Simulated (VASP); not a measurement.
# Dy (P6_3/mmc) in VASP: equation of state

How stiff is Dy in PBE, and what volume does it want? The cell is scaled to several volumes.

Program: VASP 6.6.1. These are calculated values, not measurements. Logs are shortened: lines on timing, memory, paths and dates and some standing lists are left out, and cuts for length are marked.

### 1 The crystal as given

It takes space group P6_3/mmc (No. 194, hexagonal). The conventional cell has a = 3.590 Å, b = 3.590 Å, c = 5.647 Å, α = 90.00°, β = 90.00°, γ = 120.00°. Around Dy (site symmetry -6m2) lie 12 Dy at 3.50 to 3.59 Å.

### 2 Equation of state, PBE, collinear spin, ferromagnetic start, 29.63 Å³/atom (volume scaled by 0.94)

The input, INCAR:

```
SYSTEM = Dy
ALGO = Normal
EDIFF = 1E-7
ENCUT = 520
GGA = PE
ISIF = 2
ISMEAR = -1
ISPIN = 2
LASPH = .True.
LCHARG = .False.
LMAXMIX = 6
LORBIT = 11
LREAL = .False.
LWAVE = .False.
MAGMOM = 5 5
NBANDS = 31
NELM = 120
PREC = Accurate
SIGMA = 0.05
```

The input, KPOINTS:

```
k-points
0
Gamma
  9 9 5
  0 0 0
```

The input, POSCAR:

```
Dy
1.0
    3.5170080061      0.0000000000      0.0000000000
   -1.7585040031      3.0458182786      0.0000000000
    0.0000000000      0.0000000000      5.5322125490
Dy
2
Direct
    0.6666666667      0.3333333333      0.7500000000
    0.3333333333      0.6666666667      0.2500000000
```

Potentials or basis: VASP PAW PBE potentials, release 64 (Dy).

Run with:

```
> cat potpaw_PBE.64/Dy/POTCAR > POTCAR
> mpirun -np 1 vasp_std > vasp.out
```

OUTCAR:

```text
SYSTEM = Dy
   EDIFF = 1E-7
   ENCUT = 520
   GGA = PE
   ISIF = 2
   ISMEAR = -1
   ISPIN = 2
   LASPH = .True.
   LORBIT = 11
   LREAL = .False.
   NELM = 120
   PREC = Accurate

 Found     36 irreducible k-points:

 Following reciprocal coordinates:
            Coordinates               Weight
  0.000000  0.000000  0.000000      1.000000
  0.111111 -0.000000  0.000000      6.000000
  0.222222  0.000000  0.000000      6.000000
  0.333333 -0.000000  0.000000      6.000000
  0.444444  0.000000  0.000000      6.000000
  0.111111  0.111111  0.000000      6.000000
   k-points           NKPTS =     36   k-points in BZ     NKDIM =     36   number of bands    NBANDS=     31
   number of dos      NEDOS =    301   number of ions     NIONS =      2
   total plane-waves  NPLWV =  32928
   dimension x,y,z NGX =    28 NGY =   28 NGZ =   42
   dimension x,y,z NGXF=    56 NGYF=   56 NGZF=   84
   ions per type =               2
   NGX,Y,Z   is equivalent  to a cutoff of  13.24, 13.24, 12.62 a.u.
   NGXF,Y,Z  is equivalent  to a cutoff of  26.47, 26.47, 25.24 a.u.
 SYSTEM =  Dy
   PREC   = accura    normal or accurate (medium, high low for compatibility)
   ISTART =      0    job   : 0-new  1-cont  2-samecut
   ICHARG =      2    charge: 1-file 2-atom 10-const
   ISPIN  =      2    spin polarized calculation?
   LNONCOLLINEAR =      F non collinear calculations
   LSORBIT =      F    spin-orbit coupling
   LASPH  =      T    aspherical Exc in radial PAW
   ENCUT  =  520.0 eV  38.22 Ry    6.18 a.u.   6.54  6.54 10.29*2*pi/ulx,y,z
   NELM   =    120;   NELMIN=  2; NELMDL= -5     # of ELM steps
   EDIFF  = 0.1E-06   stopping-criterion for ELM
   LREAL  =      F    real-space projection
   EDIFFG = 0.1E-05   stopping-criterion for IOM
   NSW    =      0    number of steps for IOM
   IBRION =     -1    ionic relax: 0-MD 1-quasi-New 2-CG
   NFREE  =      0    steps in history (QN), initial steepest desc. (CG)
   ISIF   =      2    stress and relaxation
   ISYM   =      2    0-nonsym 1-usesym 2-fastsym
   POTIM  = 0.5000    time-step for ionic-motion
   TEBEG  =    0.0;   TEEND  =   0.0 temperature during run
   PSTRESS=    0.0 pullay stress
   NELECT =      40.0000    total number of electrons
   NUPDOWN=      -1.0000    fix difference up-down
   EMIN   =  10.00;   EMAX   =-10.00  energy-range for DOS
   EFERMI =   0.00;   METHOD = LEGACY
   ISMEAR =    -1;   SIGMA  =   0.05  broadening in eV -4-tet -1-fermi 0-gaus
   EFERMI_NEDOS =   21; number of points for ismear=-14 and -15
   IALGO  =     38    algorithm
   IMIX   =      4    mixing-type and parameters
     AMIX     =   0.40;   BMIX     =  1.00
     AMIX_MAG =   1.60;   BMIX_MAG =  1.00
  volume/ion in A,a.u.               =      29.63       199.96
  Fermi-wavevector in a.u.,A,eV,Ry     =   1.436050  2.713740 28.058456  2.062238
  Thomas-Fermi vector in A             =   2.555281
   LORBIT       =     11    0 simple, 1 ext, 2 COOP (PROOUT), +10 PAW based schemes
   GGA     = PE    functional components
   LHFCALC =     F    Hartree Fock is set to
   AEXX    =    0.0000 exact exchange contribution
   IVDW    =     0    specifies the selected vdW correction
   LEPSILON=     F    determine dielectric tensor
   LRPA    =     F    only Hartree local field effects (RPA)
 spin polarized calculation
  energy-cutoff  :      520.00
  volume of cell :       59.26
 maximum number of plane-waves:      1628
 NGX is ok and might be reduce to    28
   NGX = 13   NGY = 13   NGZ = 21

 number of electron      40.0000012 magnetization      10.0013168

 number of electron      40.0000015 magnetization       9.5987533

 Free energy of the ion-electron system (eV)
  ---------------------------------------------------
  ext. energy  EPLUGINS =         0.00000000
  ---------------------------------------------------
  free energy    TOTEN  =       -15.68612169 eV

  energy without entropy =      -15.58615575  energy(sigma->0) =      -15.63613872

 E-fermi :   3.0364     XC(G=0): -10.4422

 val. band max:        3.0315895821   @ k =   0.4444   0.1111   0.4000
 cond. band min:       3.0414116191   @ k =   0.3333  -0.0000   0.4000
 fundamental gap:      0.0098220370
 Fermi energy:         3.0364143149

 spin component 1

 k-point     1 :       0.0000    0.0000    0.0000
  band No.  band energies     occupation
      1     -44.0313      1.00000
      2     -43.9443      1.00000
      3     -20.4166      1.00000
      4     -19.5248      1.00000
      5     -19.5248      1.00000
      6     -19.5115      1.00000
[... 23 lines left out ...]
     30       5.8734      0.00000
     31       6.3363      0.00000
[... 139 lines left out ...]
      1     -44.0110      1.00000
      2     -43.9376      1.00000
      3     -20.3224      1.00000
      4     -19.6963      1.00000
      5     -19.6443      1.00000
      6     -19.5582      1.00000
[... 23 lines left out ...]
     30       6.0767      0.00000
     31       6.2801      0.00000

 [... further k-points ...]

 spin component 2

 k-point     1 :       0.0000    0.0000    0.0000
  band No.  band energies     occupation
      1     -41.9450      1.00000
      2     -41.8436      1.00000
      3     -18.9489      1.00000
      4     -18.0261      1.00000
      5     -18.0261      1.00000
      6     -17.9127      1.00000
[... 23 lines left out ...]
     30       6.4833      0.00000
     31       7.0746      0.00000
[... 139 lines left out ...]
      1     -41.9212      1.00000
      2     -41.8356      1.00000
      3     -18.8407      1.00000
      4     -18.2250      1.00000
      5     -18.1684      1.00000
      6     -18.0433      1.00000
[... 23 lines left out ...]
     30       6.7099      0.00000
     31       6.8984      0.00000

 [... further k-points ...]
[... 5 lines left out ...]
  --------------------------------------------------------------------------------------
  -------------------------------------------------------------------------------------
  Total        1.2528852      1.2528852      1.9308010     -0.0000000      0.0000000      0.0000000
  in kB       33.8723745     33.8723745     52.2001685     -0.0000000      0.0000000      0.0000000
  external PRESSURE =      39.9816392 kB  Pullay stress =       0.0000000 kB

 VOLUME and BASIS-vectors are now :
 -----------------------------------------------------------------------------
  energy-cutoff  :      520.00
  volume of cell :       59.26
      direct lattice vectors                 reciprocal lattice vectors
     3.517008006  0.000000000  0.000000000     0.284332591  0.164159498  0.000000000
    -1.758504003  3.045818279  0.000000000     0.000000000  0.328318996  0.000000000
     0.000000000  0.000000000  5.532212549     0.000000000  0.000000000  0.180759505

 POSITION                                       TOTAL-FORCE (eV/Angst)
 -----------------------------------------------------------------------------------
      1.75850      1.01527      4.14916        -0.000000      0.000000      0.000000
     -0.00000      2.03055      1.38305         0.000000      0.000000      0.000000
 -----------------------------------------------------------------------------------
    total drift:                                0.000000     -0.000000      0.000000

  FREE ENERGIE OF THE ION-ELECTRON SYSTEM (eV)
  ---------------------------------------------------
  free  energy   TOTEN  =       -15.6861216932 eV

  energy  without entropy=      -15.5861557500  energy(sigma->0) =      -15.63613872

 total charge

# of ion       s       p       d       f       tot
--------------------------------------------------
    1        2.174   5.807   0.574   9.248  17.803
    2        2.174   5.807   0.574   9.248  17.803
--------------------------------------------------
tot          4.347  11.614   1.149  18.495  35.605

 magnetization (x)

# of ion       s       p       d       f       tot
--------------------------------------------------
    1        0.010  -0.046   0.077   4.596   4.637
    2        0.010  -0.046   0.077   4.596   4.637
--------------------------------------------------
tot          0.020  -0.092   0.153   9.192   9.274
```

stdout:

```text
POSCAR found type information on POSCAR Dy
 POSCAR found :  1 types and       2 ions
 scaLAPACK will be used
 LDA part: xc-table for (Slater+PW92), standard interpolation
 POSCAR, INCAR and KPOINTS ok, starting setup
 FFT: planning ... GRIDC
 FFT: planning ... GRID_SOFT
 FFT: planning ... GRID
 WAVECAR not read
 entering main loop
```

It took 11 min on 1 thread of Intel Xeon Platinum 8488C (Sapphire Rapids), shared host; peak memory 0.28 GiB.

Results:

```
Free energy                                           : -15.6861 eV
Pressure                                              : 4.0 GPa
Band gap on the k mesh                                : none (metal or under the smearing width)
Net moment                                            : 9.60 μB per cell
Site moments                                          : Dy +4.64 μB
Valence electrons inside the program's atomic spheres : Dy 17.80
```

Caveat: the magnetic or orbital state may not be the lowest; spin-orbit coupling is left out, which moves the levels of the heavy elements.

(Continued in part 2 of 2.)
